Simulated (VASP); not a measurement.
Input and output of a VASP PBE single-point calculation on GaN (strained rocksalt)

INCAR

```
SIGMA = 0.02
NSW = 0
LWAVE = .FALSE.
ISMEAR = -1
ENCUT = 520
NBANDS = 16
LASPH = .TRUE.
LREAL = .FALSE.
LCHARG = .TRUE.
LELF = .TRUE.
EDIFF = 1E-7
NELM = 120
GGA = PE
PREC = Accurate
IBRION = -1
ISIF = 2
```

KPOINTS

```
KPOINTS created by Atomic Simulation Environment
0
Gamma
10 10 10
0 0 0
```

KPOINTS_OPT

```
special points
7
Reciprocal
0.0000000000 0.0000000000 0.0000000000 1
0.5000000000 0.0000000000 0.5000000000 1
0.6250000000 0.2500000000 0.6250000000 1
0.3750000000 0.3750000000 0.7500000000 1
0.5000000000 0.5000000000 0.5000000000 1
0.5000000000 0.2500000000 0.7500000000 1
0.1875000000 0.1875000000 0.3750000000 1
```

POSCAR

```
Ga N
 1.0000000000000000
     0.0000000000000000    2.0357714583000002    2.1085152339000000
     2.0357714583000002    0.0000000000000000    2.1085152339000000
     2.0357714583000002    2.0357714583000002    0.0000000000000000
 Ga  N
   1   1
Cartesian
  0.0000000000000000  0.0000000000000000  0.0000000000000000
  2.0357714583000002  2.0357714583000002  2.1085152339000000
```

VASP ran with the recommended PBE PAW datasets (18 valence electrons in the cell).

Command

```
mpirun -np 1 vasp_std
```

OSZICAR

```
N       E                     dE             d eps       ncg     rms          rms(c)
DAV:   1     0.711807746004E+02    0.71181E+02   -0.93167E+03  3896   0.217E+03
DAV:   2    -0.892821560088E+01   -0.80109E+02   -0.74861E+02  3720   0.319E+02
DAV:   3    -0.129208559286E+02   -0.39926E+01   -0.39803E+01  3880   0.618E+01
DAV:   4    -0.129521866002E+02   -0.31331E-01   -0.31329E-01  4128   0.570E+00
DAV:   5    -0.129525357334E+02   -0.34913E-03   -0.34913E-03  3936   0.544E-01    0.762E+00
DAV:   6    -0.110452867740E+02    0.19072E+01   -0.42087E+00  4744   0.428E+01    0.242E+00
DAV:   7    -0.110368190098E+02    0.84678E-02   -0.27332E-01  3952   0.527E+00    0.161E+00
DAV:   8    -0.110240028288E+02    0.12816E-01   -0.25931E-02  3888   0.247E+00    0.443E-01
DAV:   9    -0.110223303284E+02    0.16725E-02   -0.65846E-03  4144   0.229E+00    0.104E-01
DAV:  10    -0.110222882539E+02    0.42075E-04   -0.48058E-04  3944   0.289E-01    0.135E-02
DAV:  11    -0.110222924723E+02   -0.42184E-05   -0.32835E-05  3856   0.622E-02    0.135E-02
DAV:  12    -0.110222946295E+02   -0.21572E-05   -0.17366E-06  4088   0.291E-02    0.176E-03
DAV:  13    -0.110222946291E+02    0.36880E-09   -0.30270E-07  3776   0.518E-03
   1 F= -.11022295E+02 E0= -.11022295E+02  d E =-.114998E-10
       N       E                     dE             ncg
DAV:   1     0.260176458184E+04   -0.44124E+04      272
DAV:   2     0.203980816198E+04   -0.56196E+03      264
DAV:   3     0.201466420149E+04   -0.25144E+02      272
DAV:   4     0.201447724253E+04   -0.18696E+00      288
DAV:   5     0.201447520071E+04   -0.20418E-02      272
DAV:   6     0.201447514800E+04   -0.52708E-04      288
DAV:   7     0.201447514606E+04   -0.19360E-05      256
DAV:   8     0.201447514599E+04   -0.74104E-07      240
```

From OUTCAR

```
k-points           NKPTS =    102   k-points in BZ     NKDIM =    102   number of bands    NBANDS=     16

   NELECT =      18.0000    total number of electrons

   dimension x,y,z NGX =    24 NGY =   24 NGZ =   24
   dimension x,y,z NGXF=    48 NGYF=   48 NGZF=   48

  energy-cutoff  :      520.00
  volume of cell :       17.48
      direct lattice vectors                 reciprocal lattice vectors
     0.000000000  2.035771458  2.108515234    -0.245607137  0.245607137  0.237133691
     2.035771458  0.000000000  2.108515234     0.245607137 -0.245607137  0.237133691
     2.035771458  2.035771458  0.000000000     0.245607137  0.245607137 -0.237133691

 k-points in reciprocal lattice and weights: KPOINTS created by Atomic Simulation Env
   0.00000000  0.00000000  0.00000000       0.001
   0.10000000 -0.00000000  0.00000000       0.008
   0.20000000 -0.00000000  0.00000000       0.008
   0.30000000  0.00000000  0.00000000       0.008
   0.40000000 -0.00000000  0.00000000       0.008
   0.50000000  0.00000000  0.00000000       0.004
   0.10000000  0.10000000  0.00000000       0.002
   0.20000000  0.10000000  0.00000000       0.008
   ...

 E-fermi :   9.5037

 k-point     1 :       0.0000    0.0000    0.0000
  band No.  band energies     occupation
      1      -9.2190      2.00000
      2      -5.0930      2.00000
      3      -5.0655      2.00000
      4      -5.0655      2.00000
      5      -4.9859      2.00000
      6      -4.9320      2.00000
      7       8.1855      2.00000
      8       8.1855      2.00000
      9       8.4920      2.00000
     10      12.0643      0.00000
     11      23.9113      0.00000
     12      24.1930      0.00000
     13      24.1930      0.00000
     14      24.8468      0.00000
     15      25.2739      0.00000
     16      26.4092      0.00000

 k-point     2 :       0.1000   -0.0000    0.0000
  band No.  band energies     occupation
      1      -9.0085      2.00000
      2      -5.0918      2.00000
      3      -5.0688      2.00000
      4      -5.0533      2.00000
      5      -4.9965      2.00000
      6      -4.9539      2.00000
      7       7.1519      2.00000
      8       8.2351      2.00000
      9       8.4219      2.00000
     10      12.9336      0.00000
     11      21.5725      0.00000
     12      23.1335      0.00000
     13      23.8118      0.00000
     14      25.0906      0.00000
     15      25.9199      0.00000
     16      25.9458      0.00000

 k-point     3 :       0.2000   -0.0000    0.0000
  band No.  band energies     occupation
      1      -8.3967      2.00000
      2      -5.1190      2.00000
      3      -5.1137      2.00000
      4      -5.0805      2.00000
      5      -4.9582      2.00000
      6      -4.9511      2.00000
      7       5.0686      2.00000
      8       8.3754      2.00000
      9       8.4509      2.00000
     10      14.1405      0.00000
     11      19.5275      0.00000
     12      21.3410      0.00000
     13      22.1605      0.00000
     14      25.1952      0.00000
     15      26.6488      0.00000
     16      26.6861      0.00000

 k-point     4 :       0.3000    0.0000    0.0000
  band No.  band energies     occupation
      1      -7.4587      2.00000
      2      -5.2011      2.00000
      3      -5.1709      2.00000
      4      -5.1614      2.00000
      5      -4.8885      2.00000
      6      -4.8769      2.00000
      7       2.8782      2.00000
      8       8.5171      2.00000
      9       8.5732      2.00000
     10      14.4592      0.00000
     11      18.8484      0.00000
     12      19.7572      0.00000
     13      20.4379      0.00000
     14      25.2426      0.00000
     15      28.4888      0.00000
     16      28.5655      0.00000

 k-point     5 :       0.4000   -0.0000    0.0000
  band No.  band energies     occupation
      1      -6.3949      2.00000
      2      -5.2718      2.00000
      3      -5.2486      2.00000
      4      -5.2416      2.00000
      5      -4.8313      2.00000
      6      -4.8070      2.00000
      7       1.0422      2.00000
      8       8.5908      2.00000
      9       8.7582      2.00000
     10      14.0933      0.00000
     11      18.4831      0.00000
     12      19.2560      0.00000
     13      19.2649      0.00000
     14      25.6886      0.00000
     15      30.9483      0.00000
     16      31.0925      0.00000

 k-point     6 :       0.5000    0.0000    0.0000
  band No.  band energies     occupation
      1      -5.7411      2.00000
      2      -5.3952      2.00000
      3      -5.2977      2.00000
      4      -5.2783      2.00000
      5      -4.8090      2.00000
      6      -4.7800      2.00000
      7       0.2451      2.00000
      8       8.6243      2.00000
      9       8.8360      2.00000
     10      13.8876      0.00000
     11      18.1426      0.00000
     12      18.8358      0.00000
     13      19.3728      0.00000
     14      26.0193      0.00000
     15      33.1806      0.00000
     16      33.1981      0.00000

 k-point     7 :       0.1000    0.1000    0.0000
  band No.  band energies     occupation
      1      -8.9655      2.00000
      2      -5.1132      2.00000
      3      -5.0404      2.00000
      4      -5.0404      2.00000
      5      -5.0311      2.00000
      6      -4.9209      2.00000
      7       7.5738      2.00000
      8       7.9394      2.00000
      9       7.9394      2.00000
     10      13.2125      0.00000
     11      21.7623      0.00000
     12      21.7983      0.00000
     13      23.5757      0.00000
     14      23.5757      0.00000
     15      28.0923      0.00000
     16      28.1047      0.00000

 k-point     8 :       0.2000    0.1000    0.0000
  band No.  band energies     occupation
      1      -8.5254      2.00000
      2      -5.1318      2.00000
      3      -5.0970      2.00000
      4      -5.0280      2.00000
      5      -4.9801      2.00000
      6      -4.9126      2.00000
      7       5.8958      2.00000
      8       7.7886      2.00000
      9       8.1374      2.00000
     10      14.2958      0.00000
     11      19.4765      0.00000
     12      20.4214      0.00000
     13      22.9397      0.00000
     14      24.2154      0.00000
     15      27.7940      0.00000
     16      28.7699      0.00000

 k-point     9 :       0.3000    0.1000    0.0000
  band No.  band energies     occupation
      1      -7.7546      2.00000
      2      -5.1880      2.00000
      3      -5.1301      2.00000
      4      -5.0845      2.00000
      5      -4.8757      2.00000
      6      -4.8675      2.00000
      7       3.7758      2.00000
      8       7.8382      2.00000
      9       8.1763      2.00000
     10      15.0590      0.00000
     11      17.7014      0.00000
     12      19.7575      0.00000
     13      21.6807      0.00000
     14      25.3340      0.00000
     15      27.8754      0.00000
     16      29.9109      0.00000

 k-point    10 :       0.4000    0.1000    0.0000
  band No.  band energies     occupation
      1      -6.8358      2.00000
      2      -5.2676      2.00000
      3      -5.1713      2.00000
      4      -5.1077      2.00000
      5      -4.8189      2.00000
      6      -4.7205      2.00000
      7       1.7858      2.00000
      8       7.9888      2.00000
      9       8.0819      2.00000
     10      15.0322      0.00000
     11      16.8407      0.00000
     12      19.9311      0.00000
     13      20.3700      0.00000
     14      26.2256      0.00000
     15      29.0883      0.00000
     16      31.9436      0.00000

 k-point    11 :       0.5000    0.1000    0.0000
  band No.  band energies     occupation
      1      -6.1652      2.00000
      2      -5.3333      2.00000
      3      -5.2372      2.00000
      4      -5.0745      2.00000
      5      -4.8036      2.00000
      6      -4.5482      2.00000
      7       0.5149      2.00000
      8       7.6877      2.00000
      9       8.4412      2.00000
     10      14.7974      0.00000
     11      16.7555      0.00000
     12      19.4638      0.00000
     13      20.1387      0.00000
     14      26.8757      0.00000
     15      30.8880      0.00000
     16      33.2793      0.00000

 k-point    12 :      -0.4000    0.1000    0.0000
  band No.  band energies     occupation
      1      -6.1793      2.00000
      2      -5.3496      2.00000
      3      -5.2536      2.00000
      4      -5.1112      2.00000
      5      -4.8323      2.00000
      6      -4.6052      2.00000
      7       0.7416      2.00000
      8       7.4242      2.00000
      9       8.7722      2.00000
     10      14.8409      0.00000
     11      17.2686      0.00000
     12      19.2171      0.00000
     13      19.8933      0.00000
     14      26.8382      0.00000
     15      30.5602      0.00000
     16      32.0338      0.00000

 ...

  Total        3.6711432      3.6711432      2.4944138      0.0000000     -0.0000000      0.0000000
  in kB      336.5480855    336.5480855    228.6726948      0.0000000     -0.0000000      0.0000000
  external PRESSURE =     300.5896220 kB  Pullay stress =       0.0000000 kB

 POSITION                                       TOTAL-FORCE (eV/Angst)
 -----------------------------------------------------------------------------------
      0.00000      0.00000      0.00000         0.000000     -0.000000     -0.000000
      2.03577      2.03577      2.10852        -0.000000      0.000000      0.000000
 -----------------------------------------------------------------------------------
    total drift:                                0.000000     -0.000000     -0.000000

  FREE ENERGIE OF THE ION-ELECTRON SYSTEM (eV)
  ---------------------------------------------------
  free  energy   TOTEN  =       -11.0222946291 eV

  energy  without entropy=      -11.0222946291  energy(sigma->0) =      -11.02229463
```

The gap between bands v and c is 0.90 eV. The least direct gap is 3.57 eV and the pressure is 30.1 GPa.

Band v is the last that the valence electrons fill when counted band by band, and c is the next.

The run took about 11 s on one core of a shared host (Intel Xeon 6975P-C) and held 0.17 GiB at most.
